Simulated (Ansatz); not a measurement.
Cd and the effect of the choice of potentials or basis

```
Cd
1.0
     2.97887    0.00000    0.00000
    -1.48944    2.57978    0.00000
     0.00000    0.00000    5.61765
Cd
2
Direct
  0.66667 0.33333 0.75000
  0.33333 0.66667 0.25000
```

Kept alike: task equation of state; functional PBE; k mesh 10 × 10 × 5; occupations fermi-dirac, width 0.05 eV; no spin polarisation. Program: Ansatz. Cutoffs run from 420 to 1633 eV. The mesh is that of the run's cell of 2 atoms. No spin-orbit coupling.

| choice of potentials or basis | volume (Å³/atom) | bulk modulus (GPa) |
| --- | --- | --- |
| Ansatz NC | 22.763 | 46.3 |
| Ansatz PAW | 22.757 | 46.4 |
| Ansatz PAW (files of its older set among them) | 22.764 | 46.3 |
| PseudoDojo stringent | 22.772 | 46.3 |
| SPMS NC | 22.748 | 46.6 |
| SSSP efficiency PAW | 22.742 | 46.5 |

For a metal such a mesh leaves the last digits unconverged. Volume and modulus come from cells scaled at fixed shape and fractions; off cubic symmetry such a modulus can lie above the relaxed one.

Q: What does the choice of potentials or basis change here?

A: The volume runs from 22.742 (SSSP efficiency PAW) to 22.772 Å³/atom (PseudoDojo stringent). The bulk modulus runs from 46.3 (Ansatz NC; Ansatz PAW (files of its older set among them); PseudoDojo stringent) to 46.6 GPa (SPMS NC).
